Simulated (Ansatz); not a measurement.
Level of theory: DFT, r²SCAN, scalar-relativistic, no spin polarisation; plane waves to 500 eV with PAW datasets (Ansatz 0.2.0), Γ-centred 8×8×8 mesh, 0.05 eV Gaussian smearing; PAW files: Ansatz's generated set soft_2.

The calculation on Li2X, where X is one element, gave:

```json
{
  "Space group": "Fm-3m (No. 225)",
  "Conventional cell": "a = 4.573 Å, b = 4.573 Å, c = 4.573 Å, α = 90.00°, β = 90.00°, γ = 90.00°",
  "Volume": "7.97 Å³/atom",
  "Band gap": "5.77 eV",
  "Smallest direct gap": "6.20 eV",
  "Bader charges": "Li 0.87; X -1.73 e",
  "Formation energy from the elements (0 K, uncorrected)": "-1.98 eV/atom"
}
```

Sites: Li on 8c, X on 4a.

Which element is X?
A. F
B. C
C. N
D. O

D. X is O, so the compound is Li2O.

The chain of runs began from a cell as deposited in COD, expanded in volume.

Kohn–Sham gaps of semilocal functionals lie under measured ones, often by a third or more.
